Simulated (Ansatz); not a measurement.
ZrO$_{2}$:
```
ZrO2
1.0
    0.00000     2.55794     2.55794
    2.55794     0.00000     2.55794
    2.55794     2.55794     0.00000
Zr O
1 2
Cartesian
  0.00000   0.00000   0.00000
  1.27897   1.27897   1.27897
  3.83691   3.83691   3.83691
```

x, y and z are the axes in which the lattice vectors are written.

Task: Give the high-frequency dielectric tensor and the Born effective charge tensors of the independent atoms from DFPT, PBE (plane waves, PAW; program Ansatz).

Result: 
ε∞:
```
5.82  0.00  0.00
0.00  5.82  0.00
0.00  0.00  5.82
```
Z* of atom 1 (Zr), rows: field, columns: displacement, in e:
```
5.75  0.00  0.00
0.00  5.75  0.00
0.00  0.00  5.75
```
Z* of atom 2 (O), rows: field, columns: displacement, in e:
```
-2.87   0.00   0.00
 0.00  -2.87   0.00
 0.00   0.00  -2.87
```

Static charges for comparison (Bader): Zr1 +2.63, O2 -1.32 e. Born charges measure polarisation by displacement and can exceed these by far.

Space group Fm-3m (fluorite). This is a known high-temperature phase of the composition, computed here at zero pressure and temperature. The cell was relaxed with PBE under the symmetry of its start. At this level the phase is dynamically unstable (imaginary phonons). No spin polarisation was allowed. Spin–orbit coupling is left out wherever it is not named.

Potentials: the later of the program's two PAW sets.
